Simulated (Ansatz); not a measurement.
# Pt: a frozen normal mode

The task, for Pt: trace the energy along mode 11.

Program: Ansatz 0.2.0. Level of theory: DFT PBEsol, scalar-relativistic, plane waves, PAW. These are calculated values, not measurements.

3 further runs of the same task are left out: 3 set aside as unsound or not needed. Runs told in other sessions of the task aren't counted.

## 1. The system as given

It takes space group P6_3/mmc (No. 194, hexagonal). Conventional cell: a = 2.725 Å, b = 2.725 Å, c = 4.707 Å, α = 90.00°, β = 90.00°, γ = 120.00°. Around Pt (site symmetry -6m2) lie 12 Pt at 2.73 to 2.83 Å.

Coordinates:

```xyz
4
Lattice="-2.7252 0.0000 0.0000 0.0000 0.0000 -4.7068 0.0000 -4.7201 0.0000" Properties=species:S:1:pos:R:3 pbc="T T T"
Pt   -2.7252   -1.5734   -1.1767
Pt   -1.3626   -3.9334   -1.1767
Pt   -1.3626   -0.7867   -3.5301
Pt    0.0000   -3.1468   -3.5301
```

It goes back to an entry of the Materials Project, which need not be the stable form.

It is built from the cell relaxed beforehand with the same method (15.14 Å³/atom).

## 2. Zero of energy

The cell is repeated 2 times, 4 atoms in all. Reference values: F = -49535.0665 eV; pressure 0.12 GPa; largest force 0.000 eV/Å; gap on the mesh none (metal). It was computed beforehand with the settings of the runs below.

## 3. Next: a frozen normal mode

Mode 11 of the phonon run on this cell, counted from the lowest, is frozen in: each atom moves by x times its row below, so x is the largest displacement.

```
atom     ux     uy      uz
 Pt1  0.000  0.000   1.000
 Pt2  0.000  0.000   1.000
 Pt3  0.000  0.000  -1.000
 Pt4  0.000  0.000  -1.000
```

## 4. x = -0.300 Å

The input, input.yaml:

```yaml
crystal:
  lattice:
    - [-2.7251696203, 0.0, 0.0]
    - [0.0, 0.0, -4.7068056308]
    - [0.0, -4.7201322416, 0.0]
  atoms:
    - { symbol: Pt, position: [1.0, 0.3137374949, 0.3333333333] }
    - { symbol: Pt, position: [0.5, 0.3137374949, 0.8333333333] }
    - { symbol: Pt, position: [0.5, 0.6862625051, 0.1666666667] }
    - { symbol: Pt, position: [0.0, 0.6862625051, 0.6666666667] }
basis:
  ecutwfc: 420
kpoints:
  mp_grid: { grid: [22, 14, 14] }
hamiltonian:
  xc: pbesol
scf:
  occupations: { method: gaussian, width: 0.15 }
output:
  forces: true
  stress: true
  eigenvalues: true
```

On the command line:

```sh
ansatz run input.yaml --threads 2 --pin off --max-ram 5120MiB --backend cpu --events-out ev --progress --plain --runs-dir out
```

Standard output (excerpt; [...] marks lines left out):

```text
Warning: RAYON_NUM_THREADS=2 ignored (pool sized by the plan → 2); use --threads N
[...]
Pseudopotentials: kind: paw
Pseudopotential: Pt, paw, valence charge 18, recommended cutoff 420 eV (normal), Pt.paw.azcp
Functional definition: PBEsol
[...]
Crystal: 4 atoms, lattice volume = 60.544 Å³
Basis set: ecut = 420 eV, 1185 PW (Γ), exchange–correlation on 40×64×64 points (8 copies of the dense FFT grid, shifted against one another)
Bands: 44, of which v1, the nominal top of the filled ones, is band 36 counted from 1 (35 counted from 0)
Symmetry: 8 space group operations
Space group: P-3m1 (ITA 164), of the structure as read, at distance tolerance 3.9e-5 Å
k-points: 1200 of 4312
[...]
SCF iter   1: F=—  HF=-49530.019955 eV  |F-HF|=—  |Δ(HF+E_count)|=         —  Δρ=1.30e-2  dr2=2.69e-2  ethr=1.77e-3  ⟨swp⟩=6.0  Hψ=199579  notcnv=0  defer=122
[...]
SCF iter   7: F=-49530.014824 eV  HF=-49530.014824 eV  |F-HF|=4.56e-9  |Δ(HF+E_count)|=   2.48e-8  Δρ=3.82e-6  dr2=9.70e-9  ethr=1.39e-10  ⟨swp⟩=8.1  Hψ=194364  notcnv=0
[...]
SCF converged after 7 iterations
Free energy (F): -49530.014824 eV
[...]
E sigma→0 (E₀):  -49529.973489 eV
Entropy (-TS):   -0.082669 eV (-20.667 meV/atom)
Fermi energy:    23.601360 eV
[...]
--- Forces (eV/Å), atoms counted from 1 ---
  atom   1  Pt     0.00000000    -0.00075915     9.83847280
  atom   2  Pt     0.00000000    -0.00075915     9.83847280
  atom   3  Pt     0.00000000     0.00075915    -9.83847280
  atom   4  Pt     0.00000000     0.00075915    -9.83847280
[...]
--- Stress (GPa, compression-positive) ---
       55.021774       0.000000       0.000000
        0.000000      54.965435       0.002338
        0.000000       0.002338      68.971424
  P = ⅓ Tr σ = 59.6529 GPa (596.529 kbar)
--- Band table (eV; the first three rows and the last of 1200) ---
[...]
```

Wall time 18 s (2 threads of AMD EPYC 9R45 (Zen 5), shared host); peak memory 2.1 GiB.

## 5. Point x = 0.225 Å

The input, input.yaml:

```yaml
crystal:
  lattice:
    - [-2.7251696203, 0.0, 0.0]
    - [0.0, 0.0, -4.7068056308]
    - [0.0, -4.7201322416, 0.0]
  atoms:
    - { symbol: Pt, position: [1.0, 0.2021968788, 0.3333333333] }
    - { symbol: Pt, position: [0.5, 0.2021968788, 0.8333333333] }
    - { symbol: Pt, position: [0.5, 0.7978031212, 0.1666666667] }
    - { symbol: Pt, position: [0.0, 0.7978031212, 0.6666666667] }
basis:
  ecutwfc: 420
kpoints:
  mp_grid: { grid: [22, 14, 14] }
hamiltonian:
  xc: pbesol
scf:
  occupations: { method: gaussian, width: 0.15 }
output:
  forces: true
  stress: true
  eigenvalues: true
```

On the command line:

```sh
ansatz run input.yaml --threads 2 --pin off --max-ram 5120MiB --backend cpu --events-out ev --progress --plain --runs-dir out
```

Standard output (excerpt; [...] marks lines left out):

```text
[...]
SCF converged after 6 iterations
Free energy (F): -49532.412783 eV
[...]
E sigma→0 (E₀):  -49532.352155 eV
Entropy (-TS):   -0.121255 eV (-30.314 meV/atom)
Fermi energy:    23.352430 eV
[...]
--- Forces (eV/Å), atoms counted from 1 ---
  atom   1  Pt     0.00000000     0.00051972    -6.41728885
  atom   2  Pt     0.00000000     0.00051972    -6.41728885
  atom   3  Pt     0.00000000    -0.00051972     6.41728885
  atom   4  Pt     0.00000000    -0.00051972     6.41728885
[...]
--- Stress (GPa, compression-positive) ---
       29.059444       0.000000       0.000000
        0.000000      29.191831      -0.000345
        0.000000      -0.000345      39.669719
  P = ⅓ Tr σ = 32.6403 GPa (326.403 kbar)
--- Band table (eV; the first three rows and the last of 1200) ---
[...]
```

Run time: 18 s. Hardware: 2 threads of AMD EPYC 9R45 (Zen 5), shared host; peak memory 2.1 GiB.

## 6. x = -0.150 Å

The input, input.yaml:

```yaml
crystal:
  lattice:
    - [-2.7251696203, 0.0, 0.0]
    - [0.0, 0.0, -4.7068056308]
    - [0.0, -4.7201322416, 0.0]
  atoms:
    - { symbol: Pt, position: [1.0, 0.2818687475, 0.3333333333] }
    - { symbol: Pt, position: [0.5, 0.2818687475, 0.8333333333] }
    - { symbol: Pt, position: [0.5, 0.7181312525, 0.1666666667] }
    - { symbol: Pt, position: [0.0, 0.7181312525, 0.6666666667] }
basis:
  ecutwfc: 420
kpoints:
  mp_grid: { grid: [22, 14, 14] }
hamiltonian:
  xc: pbesol
scf:
  occupations: { method: gaussian, width: 0.15 }
output:
  forces: true
  stress: true
  eigenvalues: true
```

On the command line:

```sh
ansatz run input.yaml --threads 2 --pin off --max-ram 5120MiB --backend cpu --events-out ev --progress --plain --runs-dir out
```

Standard output (excerpt; [...] marks lines left out):

```text
Warning: RAYON_NUM_THREADS=2 ignored (pool sized by the plan → 2); use --threads N
[...]
[... 3 set-up lines as earlier in the session ...]
[...]
Crystal: 4 atoms, lattice volume = 60.544 Å³
Basis set: ecut = 420 eV, 1185 PW (Γ), exchange–correlation on 40×64×64 points (8 copies of the dense FFT grid, shifted against one another)
Bands: 44, of which v1, the nominal top of the filled ones, is band 36 counted from 1 (35 counted from 0)
[... 2 set-up lines as earlier in the session ...]
k-points: 1200 of 4312
[...]
SCF iter   1: F=—  HF=-49533.954142 eV  |F-HF|=—  |Δ(HF+E_count)|=         —  Δρ=7.83e-3  dr2=2.35e-2  ethr=1.77e-3  ⟨swp⟩=5.6  Hψ=186685  notcnv=0  defer=311
[...]
SCF iter   6: F=-49533.951023 eV  HF=-49533.951023 eV  |F-HF|=5.43e-8  |Δ(HF+E_count)|=   1.78e-7  Δρ=9.05e-6  dr2=8.10e-8  ethr=1.39e-10  ⟨swp⟩=8.1  Hψ=204654  notcnv=0
[...]
SCF converged after 6 iterations
Free energy (F): -49533.951023 eV
[...]
E sigma→0 (E₀):  -49533.898620 eV
Entropy (-TS):   -0.104805 eV (-26.201 meV/atom)
Fermi energy:    23.197333 eV
[...]
--- Forces (eV/Å), atoms counted from 1 ---
  atom   1  Pt     0.00000000     0.00116048     3.91344318
  atom   2  Pt     0.00000000     0.00116048     3.91344318
  atom   3  Pt     0.00000000    -0.00116048    -3.91344318
  atom   4  Pt     0.00000000    -0.00116048    -3.91344318
[...]
--- Stress (GPa, compression-positive) ---
       12.080135       0.000000       0.000000
        0.000000      12.087315       0.006266
        0.000000       0.006266      18.327333
  P = ⅓ Tr σ = 14.1649 GPa (141.649 kbar)
--- Band table (eV; the first three rows and the last of 1200) ---
[...]
```

Wall time 17 s (2 threads of AMD EPYC 9R45 (Zen 5), shared host); peak memory 2.1 GiB.

## 7. At x = 0.075 Å

The input, input.yaml:

```yaml
crystal:
  lattice:
    - [-2.7251696203, 0.0, 0.0]
    - [0.0, 0.0, -4.7068056308]
    - [0.0, -4.7201322416, 0.0]
  atoms:
    - { symbol: Pt, position: [1.0, 0.2340656263, 0.3333333333] }
    - { symbol: Pt, position: [0.5, 0.2340656263, 0.8333333333] }
    - { symbol: Pt, position: [0.5, 0.7659343737, 0.1666666667] }
    - { symbol: Pt, position: [0.0, 0.7659343737, 0.6666666667] }
basis:
  ecutwfc: 420
kpoints:
  mp_grid: { grid: [22, 14, 14] }
hamiltonian:
  xc: pbesol
scf:
  occupations: { method: gaussian, width: 0.15 }
output:
  forces: true
  stress: true
  eigenvalues: true
```

On the command line:

```sh
ansatz run input.yaml --threads 2 --pin off --max-ram 5120MiB --backend cpu --events-out ev --progress --plain --runs-dir out
```

Standard output (excerpt; [...] marks lines left out):

```text
[...]
SCF converged after 6 iterations
Free energy (F): -49534.799601 eV
[...]
E sigma→0 (E₀):  -49534.755769 eV
Entropy (-TS):   -0.087666 eV (-21.916 meV/atom)
Fermi energy:    23.112519 eV
[...]
--- Forces (eV/Å), atoms counted from 1 ---
  atom   1  Pt     0.00000000     0.00059238    -1.80807010
  atom   2  Pt     0.00000000     0.00059238    -1.80807010
  atom   3  Pt     0.00000000    -0.00059238     1.80807010
  atom   4  Pt     0.00000000    -0.00059238     1.80807010
[...]
--- Stress (GPa, compression-positive) ---
        3.161846       0.000000       0.000000
        0.000000       3.124208       0.000040
        0.000000       0.000040       4.368381
  P = ⅓ Tr σ = 3.5515 GPa (35.515 kbar)
--- Band table (eV; the first three rows and the last of 1200) ---
[...]
```

It took 17 s on 2 threads of AMD EPYC 9R45 (Zen 5), shared host; peak memory 2.1 GiB.

## 8. Point x = 0.263 Å

The input, input.yaml:

```yaml
crystal:
  lattice:
    - [-2.7251696203, 0.0, 0.0]
    - [0.0, 0.0, -4.7068056308]
    - [0.0, -4.7201322416, 0.0]
  atoms:
    - { symbol: Pt, position: [1.0, 0.1942296919, 0.3333333333] }
    - { symbol: Pt, position: [0.5, 0.1942296919, 0.8333333333] }
    - { symbol: Pt, position: [0.5, 0.8057703081, 0.1666666667] }
    - { symbol: Pt, position: [0.0, 0.8057703081, 0.6666666667] }
basis:
  ecutwfc: 420
kpoints:
  mp_grid: { grid: [22, 14, 14] }
hamiltonian:
  xc: pbesol
scf:
  occupations: { method: gaussian, width: 0.15 }
output:
  forces: true
  stress: true
  eigenvalues: true
```

On the command line:

```sh
ansatz run input.yaml --threads 2 --pin off --max-ram 5120MiB --backend cpu --events-out ev --progress --plain --runs-dir out
```

Standard output (excerpt; [...] marks lines left out):

```text
Warning: RAYON_NUM_THREADS=2 ignored (pool sized by the plan → 2); use --threads N
[...]
[... 3 set-up lines as earlier in the session ...]
[...]
Crystal: 4 atoms, lattice volume = 60.544 Å³
Basis set: ecut = 420 eV, 1185 PW (Γ), exchange–correlation on 40×64×64 points (8 copies of the dense FFT grid, shifted against one another)
Bands: 44, of which v1, the nominal top of the filled ones, is band 36 counted from 1 (35 counted from 0)
[... 2 set-up lines as earlier in the session ...]
k-points: 1200 of 4312
[...]
SCF iter   1: F=—  HF=-49531.343195 eV  |F-HF|=—  |Δ(HF+E_count)|=         —  Δρ=1.08e-2  dr2=2.14e-2  ethr=1.77e-3  ⟨swp⟩=5.9  Hψ=196562  notcnv=0  defer=145
[...]
SCF iter   7: F=-49531.340363 eV  HF=-49531.340363 eV  |F-HF|=2.37e-9  |Δ(HF+E_count)|=   1.46e-8  Δρ=2.73e-6  dr2=5.10e-9  ethr=1.39e-10  ⟨swp⟩=8.0  Hψ=191614  notcnv=0
[...]
SCF converged after 7 iterations
Free energy (F): -49531.340363 eV
[...]
E sigma→0 (E₀):  -49531.283773 eV
Entropy (-TS):   -0.113182 eV (-28.295 meV/atom)
Fermi energy:    23.466369 eV
[...]
--- Forces (eV/Å), atoms counted from 1 ---
  atom   1  Pt    -0.00000000    -0.00005097    -7.92651173
  atom   2  Pt    -0.00000000    -0.00005097    -7.92651173
  atom   3  Pt     0.00000000     0.00005097     7.92651173
  atom   4  Pt     0.00000000     0.00005097     7.92651173
[...]
--- Stress (GPa, compression-positive) ---
       40.919192       0.000000       0.000000
        0.000000      41.042972       0.000998
        0.000000       0.000998      53.098519
  P = ⅓ Tr σ = 45.0202 GPa (450.202 kbar)
--- Band table (eV; the first three rows and the last of 1200) ---
[...]
```

It took 18 s on 2 threads of AMD EPYC 9R45 (Zen 5), shared host; peak memory 2.1 GiB.

## 9. x = 0.188 Å

The input, input.yaml:

```yaml
crystal:
  lattice:
    - [-2.7251696203, 0.0, 0.0]
    - [0.0, 0.0, -4.7068056308]
    - [0.0, -4.7201322416, 0.0]
  atoms:
    - { symbol: Pt, position: [1.0, 0.2101640657, 0.3333333333] }
    - { symbol: Pt, position: [0.5, 0.2101640657, 0.8333333333] }
    - { symbol: Pt, position: [0.5, 0.7898359343, 0.1666666667] }
    - { symbol: Pt, position: [0.0, 0.7898359343, 0.6666666667] }
basis:
  ecutwfc: 420
kpoints:
  mp_grid: { grid: [22, 14, 14] }
hamiltonian:
  xc: pbesol
scf:
  occupations: { method: gaussian, width: 0.15 }
output:
  forces: true
  stress: true
  eigenvalues: true
```

On the command line:

```sh
ansatz run input.yaml --threads 2 --pin off --max-ram 5120MiB --backend cpu --events-out ev --progress --plain --runs-dir out
```

Standard output (excerpt; [...] marks lines left out):

```text
[...]
SCF converged after 6 iterations
Free energy (F): -49533.275453 eV
[...]
E sigma→0 (E₀):  -49533.217663 eV
Entropy (-TS):   -0.115581 eV (-28.895 meV/atom)
Fermi energy:    23.263907 eV
[...]
--- Forces (eV/Å), atoms counted from 1 ---
  atom   1  Pt    -0.00000000     0.00132981    -5.10935953
  atom   2  Pt    -0.00000000     0.00132981    -5.10935953
  atom   3  Pt     0.00000000    -0.00132981     5.10935953
  atom   4  Pt     0.00000000    -0.00132981     5.10935953
[...]
--- Stress (GPa, compression-positive) ---
       19.479368       0.000000       0.000000
        0.000000      19.541323      -0.007936
        0.000000      -0.007937      28.116745
  P = ⅓ Tr σ = 22.3791 GPa (223.791 kbar)
--- Band table (eV; the first three rows and the last of 1200) ---
[...]
```

Wall time 18 s (2 threads of AMD EPYC 9R45 (Zen 5), shared host); peak memory 2.1 GiB.

## 10. At x = 0.113 Å

The input, input.yaml:

```yaml
crystal:
  lattice:
    - [-2.7251696203, 0.0, 0.0]
    - [0.0, 0.0, -4.7068056308]
    - [0.0, -4.7201322416, 0.0]
  atoms:
    - { symbol: Pt, position: [1.0, 0.2260984394, 0.3333333333] }
    - { symbol: Pt, position: [0.5, 0.2260984394, 0.8333333333] }
    - { symbol: Pt, position: [0.5, 0.7739015606, 0.1666666667] }
    - { symbol: Pt, position: [0.0, 0.7739015606, 0.6666666667] }
basis:
  ecutwfc: 420
kpoints:
  mp_grid: { grid: [22, 14, 14] }
hamiltonian:
  xc: pbesol
scf:
  occupations: { method: gaussian, width: 0.15 }
output:
  forces: true
  stress: true
  eigenvalues: true
```

On the command line:

```sh
ansatz run input.yaml --threads 2 --pin off --max-ram 5120MiB --backend cpu --events-out ev --progress --plain --runs-dir out
```

Standard output (excerpt; [...] marks lines left out):

```text
[...]
SCF converged after 6 iterations
Free energy (F): -49534.454217 eV
[...]
E sigma→0 (E₀):  -49534.406880 eV
Entropy (-TS):   -0.094674 eV (-23.669 meV/atom)
Fermi energy:    23.147337 eV
[...]
--- Forces (eV/Å), atoms counted from 1 ---
  atom   1  Pt     0.00000000     0.00053183    -2.81232163
  atom   2  Pt     0.00000000     0.00053183    -2.81232163
  atom   3  Pt    -0.00000000    -0.00053183     2.81232163
  atom   4  Pt    -0.00000000    -0.00053183     2.81232163
[...]
--- Stress (GPa, compression-positive) ---
        6.730461       0.000000       0.000000
        0.000000       6.715319      -0.000268
        0.000000      -0.000268      10.316091
  P = ⅓ Tr σ = 7.9206 GPa (79.206 kbar)
--- Band table (eV; the first three rows and the last of 1200) ---
[...]
```

Wall time 17 s (2 threads of AMD EPYC 9R45 (Zen 5), shared host); peak memory 2.1 GiB.

## 11. Point x = 0.037 Å

The input, input.yaml:

```yaml
crystal:
  lattice:
    - [-2.7251696203, 0.0, 0.0]
    - [0.0, 0.0, -4.7068056308]
    - [0.0, -4.7201322416, 0.0]
  atoms:
    - { symbol: Pt, position: [1.0, 0.2420328131, 0.3333333333] }
    - { symbol: Pt, position: [0.5, 0.2420328131, 0.8333333333] }
    - { symbol: Pt, position: [0.5, 0.7579671869, 0.1666666667] }
    - { symbol: Pt, position: [0.0, 0.7579671869, 0.6666666667] }
basis:
  ecutwfc: 420
kpoints:
  mp_grid: { grid: [22, 14, 14] }
hamiltonian:
  xc: pbesol
scf:
  occupations: { method: gaussian, width: 0.15 }
output:
  forces: true
  stress: true
  eigenvalues: true
```

On the command line:

```sh
ansatz run input.yaml --threads 2 --pin off --max-ram 5120MiB --backend cpu --events-out ev --progress --plain --runs-dir out
```

Standard output (excerpt; [...] marks lines left out):

```text
Warning: RAYON_NUM_THREADS=2 ignored (pool sized by the plan → 2); use --threads N
[...]
[... 3 set-up lines as earlier in the session ...]
[...]
Crystal: 4 atoms, lattice volume = 60.544 Å³
Basis set: ecut = 420 eV, 1185 PW (Γ), exchange–correlation on 40×64×64 points (8 copies of the dense FFT grid, shifted against one another)
Bands: 44, of which v1, the nominal top of the filled ones, is band 36 counted from 1 (35 counted from 0)
[... 2 set-up lines as earlier in the session ...]
k-points: 1200 of 4312
[...]
SCF iter   1: F=—  HF=-49535.007009 eV  |F-HF|=—  |Δ(HF+E_count)|=         —  Δρ=9.28e-3  dr2=3.26e-2  ethr=1.77e-3  ⟨swp⟩=5.7  Hψ=185034  notcnv=0  defer=392
[...]
SCF iter   6: F=-49535.000621 eV  HF=-49535.000621 eV  |F-HF|=1.00e-8  |Δ(HF+E_count)|=   5.03e-8  Δρ=6.14e-6  dr2=2.24e-8  ethr=1.39e-10  ⟨swp⟩=7.5  Hψ=194401  notcnv=0
[...]
SCF converged after 6 iterations
Free energy (F): -49535.000621 eV
[...]
E sigma→0 (E₀):  -49534.958703 eV
Entropy (-TS):   -0.083836 eV (-20.959 meV/atom)
Fermi energy:    23.092232 eV
[...]
--- Forces (eV/Å), atoms counted from 1 ---
  atom   1  Pt     0.00000000     0.00049674    -0.88267262
  atom   2  Pt     0.00000000     0.00049674    -0.88267262
  atom   3  Pt    -0.00000000    -0.00049674     0.88267262
  atom   4  Pt    -0.00000000    -0.00049674     0.88267262
[...]
--- Stress (GPa, compression-positive) ---
        1.119877       0.000000       0.000000
        0.000000       1.084057       0.005499
        0.000000       0.005499       0.708468
  P = ⅓ Tr σ = 0.9708 GPa (9.708 kbar)
--- Band table (eV; the first three rows and the last of 1200) ---
[...]
```

Wall time 17 s (2 threads of AMD EPYC 9R45 (Zen 5), shared host); peak memory 2.1 GiB.

## 12. The scan collected

All points in order; energies are free energies above the reference cell:

```csv
x (Å),ΔE (meV/cell),force along the mode (eV/Å),pressure (GPa)
-0.300,5051.7,39.354,59.7
-0.150,1115.5,15.654,14.2
0.000,0.0,0.000,0.1
0.037,65.9,-3.531,1.0
0.075,266.9,-7.232,3.6
0.113,612.3,-11.249,7.9
0.188,1791.1,-20.438,22.4
0.225,2653.8,-25.669,32.6
0.263,3726.2,-31.706,45.0
```

Not run, since symmetry makes them alike: 0.300 repeats -0.300, -0.225 repeats 0.225, 0.150 repeats -0.150, -0.075 repeats 0.075. Energy, pressure and gap are the same there.

## 13. Outcome

```
                                          quantity     value
                   harmonic wavenumber of the mode  180 cm⁻¹
the same from the force at an amplitude of 0.037 Å  181 cm⁻¹
```

In words: The force at the smallest amplitude gives 181 cm⁻¹ against 180 cm⁻¹ from the phonon run, so the curve is close to a parabola there. The undisturbed cell stays the lowest of the sampled points. Spin-orbit coupling is left out for Pt.
